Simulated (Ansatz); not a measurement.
A Se vacancy in wurtzite CdSe, 95 atoms, charge +2

All numbers below come from DFT, PBEsol, PAW, plane waves in Ansatz 0.2.0.

Command:

```sh
ansatz run in.yaml --threads 8 --pin off --max-ram 118750MiB --runs-dir r --events-out ev --progress --plain --backend cuda --devices 0, --max-vram 170GiB
```

The input less its lattice and atoms:

```yaml
crystal:
  symmetry: { detect: false }
kpoints:
  mp_grid: { grid: [1, 1, 1], shift: [0.25, 0.25, 0.25] }
hamiltonian:
  xc: pbesol
total_charge: 2
scf:
  occupations: { method: fermi_dirac, width: 0.01 }
relax:
  f_tol: 0.03
  max_steps: 80
  escape_saddle: false
  adjacent_minimum: "off"
output:
  forces: true
  eigenvalues: true
  populations: true
  charged_corrections: { epsilon: 9.5 }
```

Start:

```
Cd Se
1.0
    12.90667    0.00000    0.00000
     0.00000   14.90334    0.00000
     0.00000    0.00000   14.04153
Cd Se
48 47
Direct
  0.99783 0.16888 0.99750
  0.00082 0.16404 0.49962
  0.33493 0.16677 0.99953
  0.33392 0.16838 0.50084
  0.16617 0.41900 0.00147
  0.16941 0.41702 0.49806
  0.00459 0.66699 0.00189
  0.99999 0.66721 0.50055
  0.66784 0.16656 0.00155
  0.66811 0.16338 0.50291
  0.49911 0.41843 0.00196
  0.49815 0.41528 0.49915
  0.33183 0.66783 0.00097
  0.33195 0.66648 0.50076
  0.16762 0.91401 0.00367
  0.16775 0.91713 0.49740
  0.83511 0.41718 0.99990
  0.83453 0.41782 0.49962
  0.66637 0.66397 0.00073
  0.66773 0.66542 0.49899
  0.49857 0.91753 0.00127
  0.49829 0.91615 0.49926
  0.83190 0.91593 0.00094
  0.83421 0.91670 0.50070
  0.16616 0.08446 0.25083
  0.16739 0.08303 0.74979
  0.99747 0.33357 0.25134
  0.99881 0.33378 0.75006
  0.50076 0.08532 0.25238
  0.50096 0.08208 0.75163
  0.33081 0.33109 0.25049
  0.33326 0.33338 0.75363
  0.16724 0.58410 0.24865
  0.16770 0.58284 0.74965
  0.99868 0.83438 0.24880
  0.00072 0.83252 0.75029
  0.83210 0.08180 0.25340
  0.83347 0.08456 0.74895
  0.66865 0.33290 0.25105
  0.66746 0.33446 0.74754
  0.49678 0.58492 0.24945
  0.49851 0.58387 0.75160
  0.33276 0.83224 0.24955
  0.33512 0.83167 0.75152
  0.83167 0.58351 0.24974
  0.83387 0.58331 0.74877
  0.66695 0.83300 0.25073
  0.66681 0.83164 0.74720
  0.99892 0.16766 0.18765
  0.99797 0.16544 0.68927
  0.33538 0.16661 0.18877
  0.33301 0.16780 0.68783
  0.16632 0.41597 0.18956
  0.17033 0.41790 0.68408
  0.99955 0.66941 0.18944
  0.00005 0.66718 0.69120
  0.66754 0.16668 0.18747
  0.66801 0.16591 0.68691
  0.49864 0.41606 0.18694
  0.49974 0.41628 0.68824
  0.33568 0.66954 0.18765
  0.33465 0.66552 0.68771
  0.16574 0.91555 0.18787
  0.16757 0.91739 0.68829
  0.83575 0.41549 0.18642
  0.83024 0.41835 0.68760
  0.66727 0.66741 0.18816
  0.66767 0.66772 0.68767
  0.50208 0.91759 0.18800
  0.49801 0.91825 0.68895
  0.83166 0.91707 0.18649
  0.83555 0.91431 0.68934
  0.16799 0.08156 0.43802
  0.16682 0.08502 0.93951
  0.00108 0.33210 0.43805
  0.00167 0.33492 0.93832
  0.50090 0.08316 0.43811
  0.49925 0.08369 0.93669
  0.33183 0.33369 0.43944
  0.33660 0.33395 0.93651
  0.16652 0.58265 0.44105
  0.16581 0.58282 0.93838
  0.00208 0.83311 0.43726
  0.99808 0.83298 0.93914
  0.83335 0.08248 0.43721
  0.83132 0.08491 0.93628
  0.66666 0.33235 0.43892
  0.66648 0.33591 0.93877
  0.50057 0.58408 0.93857
  0.33467 0.83407 0.43855
  0.33496 0.83405 0.93596
  0.82991 0.58349 0.43733
  0.83329 0.58271 0.93787
  0.66794 0.83144 0.43725
  0.66589 0.83362 0.93496
```

Steps:

```csv
step,energy less the first (eV),largest force component (eV/Å)
start,0.000,0.991
1,-1.107,0.583
2,-1.492,0.396
3,-1.716,0.174
4,-1.763,0.028
5,-1.763,0.028
```

End:

```
Cd Se
1.0
    12.90667    0.00000    0.00000
     0.00000   14.90334    0.00000
     0.00000    0.00000   14.04153
Cd Se
48 47
Cartesian
  0.0020 2.4746 14.0297
  0.0052 2.5060 7.0453
  4.2974 2.4562 0.0036
  4.2691 2.4399 7.0197
  2.1353 6.1959 0.0046
  2.1298 6.1801 7.1045
  0.0039 9.9687 0.0116
  12.9032 9.8905 6.9878
  8.6123 2.4578 0.0058
  8.6409 2.4431 7.0173
  6.4552 6.1561 13.9886
  6.4530 5.5778 7.2490
  4.2642 9.9654 13.9788
  3.7728 10.2625 7.2541
  2.1265 13.6776 14.0400
  2.1314 13.7005 7.0095
  10.7769 6.1957 0.0023
  10.7803 6.1778 7.1090
  8.6467 9.9667 13.9841
  9.1384 10.2655 7.2534
  6.4561 13.6953 0.0002
  6.4564 13.7050 7.0977
  10.7861 13.6784 14.0389
  10.7860 13.7095 7.0110
  2.1381 1.2461 3.4896
  2.1538 1.2364 10.5296
  12.9052 4.9469 3.5175
  0.0005 4.9417 10.5492
  6.4538 1.2534 3.5278
  6.4557 1.2621 10.5367
  4.2648 4.9377 3.4693
  4.2673 4.9294 10.5788
  2.1250 8.6749 3.4639
  2.1009 8.6860 10.5748
  0.0010 12.4373 3.5399
  0.0038 12.4314 10.5191
  10.7700 1.2459 3.4888
  10.7563 1.2386 10.5300
  8.6397 4.9394 3.4705
  8.6384 4.9300 10.5772
  6.4521 8.6904 2.7842
  6.4574 8.6919 10.5557
  4.2991 12.4700 3.4666
  4.2920 12.4731 10.5803
  10.7823 8.6744 3.4618
  10.8103 8.6885 10.5791
  8.6104 12.4709 3.4690
  8.6223 12.4761 10.5808
  0.0014 2.4877 2.6217
  0.0029 2.4770 9.6657
  4.3043 2.4633 2.6375
  4.3030 2.4807 9.6485
  2.1375 6.2018 2.6411
  2.1503 6.2109 9.7057
  0.0010 9.9622 2.6473
  0.0031 9.9453 9.6263
  8.6049 2.4644 2.6394
  8.6080 2.4813 9.6465
  6.4528 6.1392 2.6179
  6.4532 6.1872 9.7400
  4.2483 9.9765 2.6085
  4.2868 9.9484 9.7454
  2.1336 13.6662 2.6338
  2.1553 13.6597 9.6401
  10.7684 6.2015 2.6393
  10.7587 6.2128 9.7095
  8.6590 9.9770 2.6133
  8.6274 9.9518 9.7468
  6.4556 13.6824 2.6380
  6.4567 13.6655 9.7011
  10.7770 13.6664 2.6330
  10.7606 13.6618 9.6417
  2.1238 1.2514 6.1243
  2.1491 1.2419 13.1591
  12.9067 4.9804 6.1534
  0.0019 4.9575 13.1749
  6.4542 1.2533 6.1606
  6.4547 1.2573 13.1639
  4.2458 4.9442 6.1202
  4.2809 4.9491 13.1965
  2.1506 8.6378 6.1160
  2.1283 8.6822 13.1934
  0.0020 12.3934 6.1692
  0.0016 12.4219 13.1486
  10.7871 1.2593 6.1234
  10.7580 1.2434 13.1595
  8.6597 4.9482 6.1212
  8.6279 4.9497 13.1956
  6.4557 8.6916 13.2016
  4.3222 12.4837 6.1174
  4.3002 12.4538 13.1977
  10.7523 8.6326 6.1141
  10.7813 8.6840 13.1974
  8.5930 12.4908 6.1195
  8.6105 12.4539 13.1983
```

The run converged.

Time: 12 s of wall time on one NVIDIA GB200 with 8 processor threads, on a host shared with other runs; peak host memory 2.7 GiB.

Problem. How much energy did the relaxation gain, and which atom moved most?

Solution. 1.76 eV in 5 steps, from a start with small random displacements; atom 41 (Cd) moved 0.72 Å, the median atom 0.06 Å (drift of the whole cell removed).

The one k point has no symmetry partners, which can distort the end along one axis.
